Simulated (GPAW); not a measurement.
The system is Al.

```
Al
1.0
     2.82708    0.00000    0.00000
    -1.41354    2.44832    0.00000
     0.00000    0.00000    9.18599
Al
4
Direct
  0.66667 0.33333 0.75000
  0.00000 0.00000 0.50000
  0.33333 0.66667 0.25000
  0.00000 0.00000 0.00000
```

This isn't the form of Al at room conditions, which is fcc.

```yaml
Program: GPAW 26.7.0
Task: relaxation of cell and atoms
Functional: PBEsol
Dispersion: D4
Potentials_or_basis: PAW data sets generated in the run's folder for this functional
Cutoff: 600 eV
Basis: pw
k_mesh: 9 × 9 × 3
Occupations: fermi-dirac, width 0.05 eV
Spin: no spin polarisation
```

At the start: pressure -0.2 GPa; volume 15.90 Å³/atom.

Task: How do energy, volume and symmetry change on relaxing?

Result: Over 5 steps the energy falls by 2.8 meV/atom and the volume is 15.85 Å³/atom (-0.3 %); space group P6_3/mmc (No. 194, to 0.05 Å).

Step by step:
```
step  energy change (eV)  largest force (eV/Å)  pressure (GPa)  volume (Å³)
   1              0.0000                0.0000           -0.20        63.58
   2             -0.0013                0.0000           -0.18        63.57
   3             -0.0096                0.0000            0.37        63.31
   4             -0.0112                0.0000            0.15        63.41
   5             -0.0113                0.0000            0.16        63.41
```

Final structure:
```
CELL_PARAMETERS angstrom
2.80594 0.00000 0.00000
-1.40297 2.43001 0.00000
0.00000 0.00000 9.30004
ATOMIC_POSITIONS crystal
Al 0.66667 0.33333 0.75000
Al 0.00000 0.00000 0.50000
Al 0.33333 0.66667 0.25000
Al 0.00000 0.00000 0.00000
```

Caveat: later steps reuse the first step's grids; pairwise dispersion overbinds metals, which lowers pressure and volume.
